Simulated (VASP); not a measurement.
# P (P6_3/mmc) in VASP: further runs

The runs below take P through density of states, electric field gradients, with PBE.

All numbers are computed with VASP 6.6.1; they aren't measurements. Logs are shortened: lines on timing, memory, paths and dates and some standing lists are left out, and cuts for length are marked.

## (1) Starting point

The structure is hexagonal, space group P6_3/mmc (No. 194). Conventional cell: a = 2.705 Å, b = 2.705 Å, c = 4.588 Å, α = 90.00°, β = 90.00°, γ = 120.00°. Around P (site symmetry -6m2) lie 12 P at 2.71 to 2.78 Å.

This isn't the form of P at room conditions, which is orthorhombic.

## (2) Density of states, PBE

File POSCAR:

```
P
1.0
    2.7053825644      0.0000000000      0.0000000000
   -1.3526912822      2.3429300278      0.0000000000
    0.0000000000      0.0000000000      4.5876880062
P
2
Direct
    0.3333333333      0.6666666667      0.2500000000
    0.6666666667      0.3333333333      0.7500000000
```

File INCAR.step1:

```
SYSTEM = P
  PREC = Accurate
  ENCUT = 520
  EDIFF = 1E-6
  ISMEAR = -1
  SIGMA = 0.05
  LREAL = .False.
  LASPH = .True.
  NELM = 60
  ALGO = Normal
  ISIF = 2
  LWAVE = .False.
  LCHARG = .True.
  GGA = PE
  NBANDS = 12
```

File KPOINTS.step1:

```
Automatic mesh
0
Gamma
  15 15 8
  0 0 0
```

File INCAR.step2:

```
SYSTEM = P
  PREC = Accurate
  ENCUT = 520
  EDIFF = 1E-6
  ISMEAR = -5
  SIGMA = 0.05
  LREAL = .False.
  LASPH = .True.
  NELM = 60
  ALGO = Normal
  ISIF = 2
  LWAVE = .False.
  LCHARG = .False.
  GGA = PE
  LORBIT = 10
  NEDOS = 2001
  ICHARG = 11
```

File KPOINTS.step2:

```
Automatic mesh
0
Gamma
  23 23 12
  0 0 0
```

Potentials or basis: VASP PAW PBE potentials, release 64 (P).

Run with:

```sh
> cat potpaw_PBE.64/P/POTCAR > POTCAR
> cp INCAR.step1 INCAR
> cp KPOINTS.step1 KPOINTS
> mpirun -np 1 vasp_std > vasp.out
> cp INCAR.step2 INCAR
> cp KPOINTS.step2 KPOINTS
> mpirun -np 1 vasp_std > vasp.out
```

OUTCAR:

```text
SYSTEM = P
   PREC = Accurate
   ENCUT = 520
   EDIFF = 1E-6
   ISMEAR = -5
   LREAL = .False.
   LASPH = .True.
   NELM = 60
   ISIF = 2
   GGA = PE
   LORBIT = 10
   ICHARG = 11

 ion  position               nearest neighbor table
   1  0.333  0.667  0.250-   2 2.78   2 2.78   2 2.78   2 2.78   2 2.78   2 2.78
   2  0.667  0.333  0.750-   1 2.78   1 2.78   1 2.78   1 2.78   1 2.78   1 2.78

  LATTYP: Found a hexagonal cell.
 ALAT       =     2.7053825644
 C/A-ratio  =     1.6957631303

  Lattice vectors:

 A1 = (   2.7053825644,   0.0000000000,   0.0000000000)
 A2 = (  -1.3526912822,   2.3429300278,   0.0000000000)
 A3 = (   0.0000000000,   0.0000000000,   4.5876880062)

Analysis of symmetry for initial positions (statically):
=====================================================================
 Subroutine PRICEL returns:
 Original cell was already a primitive cell.

 Routine SETGRP: Setting up the symmetry group for a
 hexagonal supercell.

 Subroutine GETGRP returns: Found 24 space group operations
 (whereof 12 operations were pure point group operations)
 out of a pool of 24 trial point group operations.

The static configuration has the point symmetry D_3d.
 The point group associated with its full space group is D_6h.

Analysis of symmetry for dynamics (positions and initial velocities):
=====================================================================
 Subroutine PRICEL returns:
 Original cell was already a primitive cell.

 Routine SETGRP: Setting up the symmetry group for a
 hexagonal supercell.

 Subroutine GETGRP returns: Found 24 space group operations
 (whereof 12 operations were pure point group operations)
 out of a pool of 24 trial point group operations.

The dynamic configuration has the point symmetry D_3d.
 The point group associated with its full space group is D_6h.

 Subroutine INISYM returns: Found 24 space group operations
 (whereof 12 operations are pure point group operations),
 and found     1 'primitive' translations

----------------------------------------------------------------------------------------

                                     Primitive cell

  volume of cell :      29.0792

  direct lattice vectors                    reciprocal lattice vectors
     2.705382564  0.000000000  0.000000000     0.369633490  0.213407995  0.000000000
    -1.352691282  2.342930028  0.000000000     0.000000000  0.426815990  0.000000000
     0.000000000  0.000000000  4.587688006     0.000000000  0.000000000  0.217974718

  length of vectors
     2.705382564  2.705382564  4.587688006     0.426815990  0.426815990  0.217974718

  position of ions in fractional coordinates (direct lattice)
     0.333333333  0.666666667  0.250000000
     0.666666667  0.333333333  0.750000000

  ion indices of the primitive-cell ions
   primitive index   ion index
                 1           1
                 2           2

----------------------------------------------------------------------------------------

 KPOINTS: Automatic mesh

Automatic generation of k-mesh.
 Grid dimensions read from file:
 generate k-points for:   23   23   12

 Generating k-lattice:

  Cartesian coordinates                     Fractional coordinates (reciprocal lattice)
     0.016071021  0.009278608  0.000000000     0.043478261  0.000000000  0.000000000
     0.000000000  0.018557217  0.000000000     0.000000000  0.043478261  0.000000000
     0.000000000  0.000000000  0.018164560     0.000000000  0.000000000  0.083333333

  Length of vectors
     0.018557217  0.018557217  0.018164560

  Shift w.r.t. Gamma in fractional coordinates (k-lattice)
     0.000000000  0.000000000  0.000000000

 TETIRR: Found   6486 inequivalent tetrahedra from    38088

 Subroutine IBZKPT returns following result:
 ===========================================

 Found    392 irreducible k-points:

 Following reciprocal coordinates:
            Coordinates               Weight
  0.000000  0.000000  0.000000      1.000000
  0.043478  0.000000  0.000000      6.000000
  0.086957  0.000000  0.000000      6.000000
  0.130435  0.000000  0.000000      6.000000
  0.173913  0.000000  0.000000      6.000000
  0.217391  0.000000  0.000000      6.000000
[... 16 lines left out ...]
  0.478261  0.043478  0.000000      6.000000
  0.086957  0.086957  0.000000      6.000000
 [... further k-points ...]
   k-points           NKPTS =    392   k-points in BZ     NKDIM =    392   number of bands    NBANDS=      9
   number of dos      NEDOS =   2001   number of ions     NIONS =      2
   total plane-waves  NPLWV =  14400
   dimension x,y,z NGX =    20 NGY =   20 NGZ =   36
   dimension x,y,z NGXF=    40 NGYF=   40 NGZF=   72
   ions per type =               2
   NGX,Y,Z   is equivalent  to a cutoff of  12.29, 12.29, 13.05 a.u.
   NGXF,Y,Z  is equivalent  to a cutoff of  24.58, 24.58, 26.09 a.u.
 SYSTEM =  P
   PREC   = accura    normal or accurate (medium, high low for compatibility)
   ISTART =      0    job   : 0-new  1-cont  2-samecut
   ICHARG =     11    charge: 1-file 2-atom 10-const
   ISPIN  =      1    spin polarized calculation?
   LNONCOLLINEAR =      F non collinear calculations
   LSORBIT =      F    spin-orbit coupling
   LASPH  =      T    aspherical Exc in radial PAW
   ENCUT  =  520.0 eV  38.22 Ry    6.18 a.u.   5.03  5.03  8.53*2*pi/ulx,y,z
   NELM   =     60;   NELMIN=  2; NELMDL=  0     # of ELM steps
   EDIFF  = 0.1E-05   stopping-criterion for ELM
   LREAL  =      F    real-space projection
   EDIFFG = 0.1E-04   stopping-criterion for IOM
   NSW    =      0    number of steps for IOM
   IBRION =     -1    ionic relax: 0-MD 1-quasi-New 2-CG
   NFREE  =      0    steps in history (QN), initial steepest desc. (CG)
   ISIF   =      2    stress and relaxation
   ISYM   =      2    0-nonsym 1-usesym 2-fastsym
   POTIM  = 0.5000    time-step for ionic-motion
   TEBEG  =    0.0;   TEEND  =   0.0 temperature during run
   PSTRESS=    0.0 pullay stress
   NELECT =      10.0000    total number of electrons
   NUPDOWN=      -1.0000    fix difference up-down
   EMIN   =  10.00;   EMAX   =-10.00  energy-range for DOS
   EFERMI =   0.00;   METHOD = LEGACY
   ISMEAR =    -5;   SIGMA  =   0.05  broadening in eV -4-tet -1-fermi 0-gaus
   EFERMI_NEDOS =   21; number of points for ismear=-14 and -15
   IALGO  =     38    algorithm
   IMIX   =      4    mixing-type and parameters
     AMIX     =   0.40;   BMIX     =  1.00
     AMIX_MAG =   1.60;   BMIX_MAG =  1.00
  volume/ion in A,a.u.               =      14.54        98.12
  Fermi-wavevector in a.u.,A,eV,Ry     =   1.146958  2.167436 17.898638  1.315513
  Thomas-Fermi vector in A             =   2.283640
   LORBIT       =     10    0 simple, 1 ext, 2 COOP (PROOUT), +10 PAW based schemes
   GGA     = PE    functional components
   LHFCALC =     F    Hartree Fock is set to
   AEXX    =    0.0000 exact exchange contribution
   IVDW    =     0    specifies the selected vdW correction
   LEPSILON=     F    determine dielectric tensor
   LRPA    =     F    only Hartree local field effects (RPA)
 non-spin polarized calculation
 Fermi weights with tetrahedron method with Bloechl corrections
  energy-cutoff  :      520.00
  volume of cell :       29.08
 maximum number of plane-waves:       804
 NGX is ok and might be reduce to    20

 number of electron      10.0000001 magnetization

 Free energy of the ion-electron system (eV)
  ---------------------------------------------------
  ext. energy  EPLUGINS =         0.00000000
  ---------------------------------------------------
  free energy    TOTEN  =        -9.11978303 eV

  energy without entropy =       -9.11978303  energy(sigma->0) =       -9.11978303

 E-fermi :   9.8062     XC(G=0): -11.4801

 val. band max:        9.9460810056   @ k =   0.2174   0.1304   0.5000
 cond. band min:       9.7728684602   @ k =   0.2174   0.0435   0.4167
 fundamental gap:     -0.1732125453
 Fermi energy:         9.8062487560

 k-point     1 :       0.0000    0.0000    0.0000
  band No.  band energies     occupation
      1      -6.5518      2.00000
      2      -1.2161      2.00000
      3       1.6657      2.00000
      4      14.9877      0.00000
      5      14.9877      0.00000
      6      15.9748      0.00000
      7      16.6283      0.00000
      8      16.6283      0.00000
      9      20.3128      0.00000

 k-point     2 :       0.0435    0.0000    0.0000
  band No.  band energies     occupation
      1      -6.5035      2.00000
      2      -1.1696      2.00000
      3       1.7118      2.00000
      4      14.4673      0.00000
      5      14.7668      0.00000
      6      15.9554      0.00000
      7      16.4401      0.00000
      8      16.6950      0.00000
      9      20.3933      0.00000

 k-point     3 :       0.0870    0.0000    0.0000
  band No.  band energies     occupation
      1      -6.3586      2.00000
      2      -1.0302      2.00000
      3       1.8501      2.00000
      4      13.2735      0.00000
      5      14.2702      0.00000
      6      15.8664      0.00000
      7      15.8845      0.00000
      8      16.7284      0.00000
      9      19.9072      0.00000
[... 229 lines left out ...]
 k-point    23 :       0.4783    0.0435    0.0000
  band No.  band energies     occupation
      1      -0.9220      2.00000
      2       0.4385      2.00000
      3       4.7549      2.00000
      4       5.6331      2.00000
      5       6.7257      2.00000
      6       8.9650      2.00000
      7      10.3753      0.00062
      8      14.2528      0.00000
      9      15.2999      0.00000

 k-point    24 :       0.0870    0.0870    0.0000
  band No.  band energies     occupation
      1      -5.9730      2.00000
      2      -0.6607      2.00000
      3       2.2176      2.00000
      4      11.5180      0.00000
      5      12.5003      0.00000
      6      15.2937      0.00000
      7      15.6078      0.00000
      8      15.9031      0.00000
      9      19.7881      0.00000

 [... further k-points ...]

------------------------ aborting loop because EDIFF is reached ----------------------------------------

  FORCE on cell =-STRESS in cart. coord.  units (eV):
  Direction    XX          YY          ZZ          XY          YZ          ZX
  --------------------------------------------------------------------------------------
  -------------------------------------------------------------------------------------
  Total        0.0415658      0.0415658     -0.0780910      0.0000000      0.0000000      0.0000000
  in kB        2.2901529      2.2901529     -4.3025883      0.0000000      0.0000000      0.0000000
  external PRESSURE =       0.0925725 kB  Pullay stress =       0.0000000 kB

 VOLUME and BASIS-vectors are now :
 -----------------------------------------------------------------------------
  energy-cutoff  :      520.00
  volume of cell :       29.08
      direct lattice vectors                 reciprocal lattice vectors
     2.705382564  0.000000000  0.000000000     0.369633490  0.213407995  0.000000000
    -1.352691282  2.342930028  0.000000000     0.000000000  0.426815990  0.000000000
     0.000000000  0.000000000  4.587688006     0.000000000  0.000000000  0.217974718

 POSITION                                       TOTAL-FORCE (eV/Angst)
 -----------------------------------------------------------------------------------
     -0.00000      1.56195      1.14692         0.000000     -0.000000      0.000000
      1.35269      0.78098      3.44077        -0.000000      0.000000      0.000000
 -----------------------------------------------------------------------------------
    total drift:                               -0.000000      0.000000      0.000000

  FREE ENERGIE OF THE ION-ELECTRON SYSTEM (eV)
  ---------------------------------------------------
  free  energy   TOTEN  =        -9.1197830306 eV

  energy  without entropy=       -9.1197830306  energy(sigma->0) =       -9.11978303

 total charge

# of ion       s       p       d       tot
------------------------------------------
    1        1.164   1.153   0.000   2.317
    2        1.164   1.153   0.000   2.317
--------------------------------------------------
tot          2.328   2.306   0.000   4.633
```

It took 55 s on 1 thread of Intel Xeon Platinum 8375C at 2.90GHz (Ice Lake), shared host; peak memory 0.2 GiB.

Results:

| Property | Result |
| --- | --- |
| Valence electrons inside the program's atomic spheres | P 2.32 |

States per cell in windows of 1 eV (zero at the Fermi level; states under -8 eV left out):
```csv
from (eV),total,P1_p,P2_p,P1_s,P2_s,P1_d,P2_d
-8.0,0.26,0.02,0.02,0.04,0.04,0.00,0.00
-7.0,0.57,0.09,0.09,0.02,0.02,0.00,0.00
-6.0,0.87,0.14,0.14,0.05,0.05,0.00,0.00
-5.0,0.77,0.12,0.12,0.04,0.04,0.00,0.00
-4.0,0.88,0.15,0.15,0.04,0.04,0.00,0.00
-3.0,0.90,0.16,0.16,0.04,0.04,0.00,0.00
-2.0,0.92,0.17,0.17,0.04,0.04,0.00,0.00
-1.0,0.93,0.18,0.18,0.03,0.03,0.00,0.00
0.0,1.10,0.22,0.22,0.03,0.03,0.00,0.00
1.0,1.20,0.27,0.27,0.02,0.02,0.00,0.00
2.0,1.23,0.30,0.30,0.02,0.02,0.00,0.00
3.0,1.17,0.31,0.31,0.01,0.01,0.00,0.00
4.0,0.78,0.21,0.21,0.01,0.01,0.00,0.00
5.0,0.60,0.14,0.14,0.00,0.00,0.00,0.00
6.0,0.54,0.07,0.07,0.01,0.01,0.00,0.00
7.0,0.61,0.03,0.03,0.01,0.01,0.00,0.00
```

Caveat: tetrahedron occupations give inexact forces and stress in metals.

[end of part 1 of 2]
